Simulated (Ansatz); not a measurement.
Two G0W0 runs on GaGeTe (layers cut from the bulk crystal).

The cell holds 6 atoms: 2 Te, 2 Ga and 2 Ge. Its edges and angles: a = 4.072 Å, b = 4.072 Å, c = 39.700 Å, α = 90.0°, β = 90.0°, γ = 120.0°. It derives from GaGeTe. Vacuum lies along c.

```xyz
6
Lattice="4.0721 0.0000 0.0000 -2.0361 3.5266 0.0000 0.0000 0.0000 39.7000" Properties=species:S:1:pos:R:3
Te    2.0361    2.7251   15.7307
Ga    0.0000    1.5496   17.0056
Ge    0.0000    1.5496   19.4483
Ge    2.0361    0.3740   20.2517
Ga    2.0361    0.3740   22.6944
Te    2.0361    2.7251   23.9693
```

The structure was relaxed with PBE-D3(BJ). The runs that relaxed it are not among those shown. Spin-orbit coupling is left out unless a run names it.

The first (Ansatz 0.2.0; start PBE, 6×6×1 mesh, 678 empty bands, screening to 65 eV, PAW set soft_1 files; 4 threads of Arm Neoverse V1, shared host) gave, on its mesh: starting gap 0.97 eV, G0W0 gap 1.73 eV, mean of 1 + 4πα/V (set by the cell height) 4.84, 12 min.

Question: The second changes empty bands from 678 to 315 and screening cutoff (eV) from 65.0 to 39.0. What does it give?

It gave: starting gap 0.97 eV, G0W0 gap 1.67 eV, mean of 1 + 4πα/V (set by the cell height) 4.95, 3.2 min. The G0W0 gap moves by −0.06 eV, +0.00 eV from the start and −0.06 eV from the correction. Σc changes by +0.27 eV at the valence top and +0.22 eV at the conduction bottom, and Σx − Vxc between them by −0.0001 eV.

Limits: not at the basis limit; coarse mesh for a sheet; no spin-orbit coupling.

[Paths, hosts, dates, memory and timing lines, banners, echoed tables and standing remarks are left out of the program output.]

[Logs are printed without paths, hosts, clocks, repeated set-up lines and the standing remarks that a program may print on its own settings, such as how far it seeks lower states.]

[Runs of the session that timed out or met a known fault of the program may be left out.]

[Cells called generated may have been cut or substituted from an entry of the Crystallography Open Database or the Materials Project.]

[Hosts, paths, dates, database ids (printed as entryN), source tags and the programs' standing remarks are cut or masked in the printed files.]
